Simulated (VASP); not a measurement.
A run of VASP 6.6.1 is set up as follows.

File INCAR:

```
PREC = Accurate
ENCUT = 520
EDIFF = 1E-6
ISMEAR = -1
SIGMA = 0.1
LREAL = F
LASPH = T
NELM = 100
ALGO = Normal
ISIF = 2
LWAVE = F
LCHARG = T
GGA = PE
LELF = T
LVHAR = T
NBANDS = 12
```

File KPOINTS:

```
Automatic mesh
0
Gamma
  9 9 9
```

The input POSCAR:

```
In
1.0
   -1.9314434814      1.9314434814      1.9314434814
    1.9314434814     -1.9314434814      1.9314434814
    1.9314434814      1.9314434814     -1.9314434814
In
1
Direct
    0.0000000000      0.0000000000      0.0000000000
```

Potentials or basis: VASP PAW PBE potentials, release 64 (In_d).

Command:

```console
$ cat potpaw_PBE.64/In_d/POTCAR > POTCAR
$ mpirun -np 1 vasp_std > vasp.out
```

Predict the pressure.

-1.0 GPa.

What does it give for the band gap on the k mesh?

None (metal or under the smearing width).
